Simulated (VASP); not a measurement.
# HfO₂: forms and broadenings of the independent-particle spectrum

HfO₂, Fm-3m (no. 225), 3 atoms in the cell. PBE, independent-particle dielectric function; PAW potentials Hf_pv, O (PBE set).

## Input

INCAR.step1:
```
SYSTEM = HfO2
PREC = Accurate ; ENCUT = 460
ISMEAR = 0 ; SIGMA = 0.02
EDIFF = 1E-8 ; LASPH = .True.
KPAR = 4 ; LWAVE = .False.
LCHARG = .False. ; LEPSILON = .True.
```

INCAR.step2, as INCAR.step1 but for:
```
- LWAVE = .False.
- LEPSILON = .True.
+ LWAVE = .True.
+ NBANDS = 51
```

INCAR.step3:
```
SYSTEM = HfO2
PREC = Accurate ; ENCUT = 460
ISMEAR = 0 ; SIGMA = 0.02
EDIFF = 1E-7 ; LASPH = .True.
KPAR = 4 ; LWAVE = .False.
LCHARG = .False. ; LOPTICS = .True.
NBANDS = 51 ; NEDOS = 2000
CSHIFT = 0.1 ; ALGO = None
NELM = 1 ; ISTART = 1
```

INCAR.step4, as INCAR.step3 but for:
```
+ LNABLA = .True.
```

INCAR.step5, as INCAR.step4 but for:
```
- LNABLA = .True.
+ LPEAD = .True.
+ IPEAD = 2
```

INCAR.step6, as INCAR.step5 but for:
```
- IPEAD = 2
+ IPEAD = 1
```

INCAR.step7 changes the same tag again: IPEAD = 4.

INCAR.step8, as INCAR.step7 but for:
```
- CSHIFT = 0.1
- LPEAD = .True.
- IPEAD = 4
+ CSHIFT = 0.01
```

INCAR.step9, as INCAR.step8 but for:
```
- CSHIFT = 0.01
+ CSHIFT = 0.2
```

INCAR.step10 changes the same tag again: CSHIFT = 0.5.

INCAR.step11, as INCAR.step10 but for:
```
- ISMEAR = 0
- CSHIFT = 0.5
+ ISMEAR = -5
+ CSHIFT = 0.1
```

INCAR.step12, as INCAR.step11 but for:
```
- ISMEAR = -5
- SIGMA = 0.02
+ ISMEAR = 0
+ SIGMA = 0.2
```

INCAR.step13, as INCAR.step12 but for:
```
- SIGMA = 0.2
+ SIGMA = 0.02
+ OMEGAMAX = 12
```

INCAR.step14, as INCAR.step13 but for:
```
- OMEGAMAX = 12
+ OMEGAMAX = 60
```

KPOINTS:
```
k-points
0
Gamma
  10 10 10
```

POSCAR:
```
HfO2
1.0
    0.0000000000      2.5575000000      2.5575000000
    2.5575000000      0.0000000000      2.5575000000
    2.5575000000      2.5575000000      0.0000000000
Hf O
1 2
Direct
    0.0000000000      0.0000000000      0.0000000000
    0.7500000000      0.7500000000      0.7500000000
    0.2500000000      0.2500000000      0.2500000000
```

Commands (each step's output is kept before the next begins):
```
cat potpaw_PBE.64/Hf_pv/POTCAR potpaw_PBE.64/O/POTCAR > POTCAR
cp INCAR.step1 INCAR
mpirun -np 4 vasp_std > vasp.out
rm WAVECAR CHG
cp INCAR.step2 INCAR
mpirun -np 4 vasp_std > vasp.out
cp INCAR.step3 INCAR
mpirun -np 4 vasp_std > vasp.out
cp INCAR.step4 INCAR
mpirun -np 4 vasp_std > vasp.out
cp INCAR.step5 INCAR
mpirun -np 4 vasp_std > vasp.out
cp INCAR.step6 INCAR
mpirun -np 4 vasp_std > vasp.out
cp INCAR.step7 INCAR
mpirun -np 4 vasp_std > vasp.out
cp INCAR.step8 INCAR
mpirun -np 4 vasp_std > vasp.out
cp INCAR.step9 INCAR
mpirun -np 4 vasp_std > vasp.out
cp INCAR.step10 INCAR
mpirun -np 4 vasp_std > vasp.out
cp INCAR.step11 INCAR
mpirun -np 4 vasp_std > vasp.out
cp INCAR.step12 INCAR
mpirun -np 4 vasp_std > vasp.out
cp INCAR.step13 INCAR
mpirun -np 4 vasp_std > vasp.out
cp INCAR.step14 INCAR
mpirun -np 4 vasp_std > vasp.out
```

## Result

- Direct gap on the mesh (eV): 3.73
- Gap on the mesh (eV): 3.73
- Bands: 51

One ground state, settings moved in the last step alone:

| Settings | ε at zero frequency | Mean energy of the absorption, weighted by Im ε (eV) | Time (s) |
|---|---|---|---|
| longitudinal form, CSHIFT 0.1 | 5.38 | 9.47 | 4 |
| transversal form (LNABLA) | 4.86 | 9.55 | 4 |
| finite differences (LPEAD), order 2 | 5.36 | 9.48 | 9 |
| finite differences (LPEAD), order 1 | 5.19 | 9.58 | 7 |
| finite differences (LPEAD), order 4 | 5.38 | 9.47 | 14 |
| CSHIFT 0.01 | 5.38 | 9.41 | 5 |
| CSHIFT 0.2 | 5.37 | 9.50 | 5 |
| CSHIFT 0.5 | 5.36 | 9.58 | 5 |
| tetrahedron method | 5.35 | 9.49 | 5 |
| SIGMA 0.2 | 5.38 | 9.47 | 6 |
| OMEGAMAX 12, which cuts the spectrum short | 4.47 | – | 4 |
| OMEGAMAX 60 | 5.37 | 9.47 | 5 |

The mean energy covers the spectrum up to 20 eV.

On the same mesh, density-functional perturbation theory with local fields gives ε = 5.27.

Limits: The 10×10×10 mesh is coarse for a spectrum: peaks stand apart that a denser mesh merges; spin-orbit coupling is left out, which can matter with atoms this heavy.

VASP 6.6.1 took 233 s on 4 cores (Intel Xeon Platinum 8488C (Sapphire Rapids)), a shared host.
